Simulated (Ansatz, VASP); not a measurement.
## One calculation of Cu, two programs

INCAR

```
PREC = Accurate ; ENCUT = 520
EDIFF = 1E-7 ; ISMEAR = -1
SIGMA = 0.1 ; LREAL = F
LASPH = T ; NELM = 60
ALGO = Normal ; ISIF = 2
LWAVE = F ; LCHARG = T
GGA = PS ; LELF = T
LVHAR = T ; NBANDS = 18
```

Contents of KPOINTS:

```
Automatic mesh
0
Gamma
  14 14 14
```

File POSCAR:

```
Cu
1.0
    0.0000000000      2.0762657668      2.0762657668
    2.0762657668      0.0000000000      2.0762657668
    2.0762657668      2.0762657668      0.0000000000
Cu
2
Direct
   -0.1250000000     -0.1250000000     -0.1250000000
    0.1250000000      0.1250000000      0.1250000000
```

Input for Ansatz:

```yaml
crystal:
  lattice:
    - [0.0, 2.0762657668, 2.0762657668]
    - [2.0762657668, 0.0, 2.0762657668]
    - [2.0762657668, 2.0762657668, 0.0]
  atoms:
    - { symbol: Cu, position: [-0.125, -0.125, -0.125] }
    - { symbol: Cu, position: [0.125, 0.125, 0.125] }
kpoints:
  mp_grid: { grid: [14, 14, 14] }
scf:
  occupations: { method: fermi_dirac, width: 0.1 }
hamiltonian:
  xc: pbesol
  pseudopotentials: { kind: all_electron, lapw: { basis_error: 0.001 } }
output:
  forces: true
  stress: true
  eigenvalues: true
  populations: true
```

Change from the starting cell: volume scaled by 0.5, LAPW.

Alike in both runs: task single point; functional PBEsol; k mesh 14 × 14 × 14; occupations fermi-dirac, width 0.1 eV; no spin polarisation.

|  | VASP | Ansatz |
| --- | --- | --- |
| version | VASP 6.6.1 | Ansatz 0.2.0 |
| potentials or method | VASP PAW PBE potentials, release 64 (Cu) | all-electron LAPW, scalar-relativistic |
| plane-wave cutoff (eV) | 520 | see its input |

VASP gave:

| Property | Result |
| --- | --- |
| pressure (GPa) | 252.8 |

Task: Which values does Ansatz return?

Result: Pressure (GPa): 251.1.

Ansatz ran all-electron here, so the differences hold the error of VASP's frozen core and of both bases.

Caveats: the cell as given lies far from equilibrium; so large a pressure means that the cell lies far from this level's equilibrium, or that cutoff or potentials fall short (VASP); the potentials were made for another functional, which shifts forces and pressure (VASP).
